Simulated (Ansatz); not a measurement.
## zincblende-structured CaSe

The computed numbers are results of r²SCAN, scalar-relativistic (no spin polarisation) in the plane-wave PAW code Ansatz at 500 eV, Γ-centred 6×6×6 mesh, 0.05 eV Gaussian smearing; PAW files: Ansatz's generated set soft_2.

```
Ca Se
1.0
     0.00000    3.27951    3.27951
     3.27951    0.00000    3.27951
     3.27951    3.27951    0.00000
Ca Se
1 1
Direct
  0.00000 0.00000 0.00000
  0.25000 0.25000 0.25000
```

This is a trial structure: the heavier alkaline earths' oxides and chalcogenides take the rock-salt structure.

The cell is relaxed to zero pressure at this level.

Elastic constants come from the stress of slightly strained cells with relaxed atoms, in GPa, Voigt order xx, yy, zz, yz, xz, xy in the Cartesian frame of the vectors above.

```
38.7 33.5 33.5  0.0  0.0  0.0
33.5 38.7 33.5  0.0  0.0  0.0
33.5 33.5 38.7  0.0  0.0  0.0
 0.0  0.0  0.0 10.7  0.0  0.0
 0.0  0.0  0.0  0.0 10.7  0.0
 0.0  0.0  0.0  0.0  0.0 10.7
```

**Question.** Is the crystal mechanically stable, and what are its polycrystalline moduli?

**Answer.** Stable against homogeneous strain: the smallest eigenvalue of the tensor is 5.2 GPa. Hill averages: K = 35 GPa, G = 6.1 GPa, E = 17.3 GPa, ν = 0.42.

For a cubic crystal three numbers say it all: C11 = 38.7, C12 = 33.5, C44 = 10.7 GPa. K = (C11 + 2C12)/3 = 35.2 GPa. The two shear moduli are C44 and C′ = (C11 − C12)/2 = 2.6 GPa, so Zener's ratio C44/C′ is 4.08: the crystal is stiffest along ⟨111⟩ and softest along ⟨100⟩. The Cauchy pressure C12 − C44 is 23 GPa; pair forces would make it zero if every atom sat on a centre of inversion, which isn't so here, so internal relaxation also enters.

The equation of state, an independent route, gives B0 = 35 GPa, against 35 GPa here.

Cost: 63 s on 2 threads of Arm Neoverse V1 (shared host), peak memory 0.61 GiB.

